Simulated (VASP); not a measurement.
The system is TePb.

```
CELL_PARAMETERS angstrom
0.00000 3.23100 3.23100
3.23100 0.00000 3.23100
3.23100 3.23100 0.00000
ATOMIC_POSITIONS crystal
Te 0.50000 0.50000 0.50000
Pb 0.00000 0.00000 0.00000
```

- Program: VASP 6.6.1
- Task: relaxation of cell and atoms
- Functional: PBE
- Potentials or basis: VASP PAW PBE potentials, release 64 (Te, Pb_d)
- Cutoff: 600 eV
- k mesh: 6 × 6 × 6
- Occupations: fermi-dirac, width 0.02 eV
- Spin: no spin polarisation

At the start: pressure 2.1 GPa; volume 33.73 Å³/atom.

Task: How do energy, volume and symmetry change on relaxing?

Result: Over 3 steps the energy falls by 10.7 meV/atom and the volume is 35.42 Å³/atom (+5.0 %); space group Fm-3m (No. 225, to 0.05 Å).

Step by step:
```csv
step,energy change (eV),largest force (eV/Å),pressure (GPa),volume (Å³)
1,0.0000,0.0000,2.13,67.46
2,-0.0195,0.0000,-0.57,71.93
3,-0.0214,0.0000,0.01,70.83
```

Final structure:
```
Te Pb
1.0
     0.00000    3.28399    3.28399
     3.28399    0.00000    3.28399
     3.28399    3.28399    0.00000
Te Pb
1 1
Cartesian
  3.2840 3.2840 3.2840
  0.0000 0.0000 0.0000
```
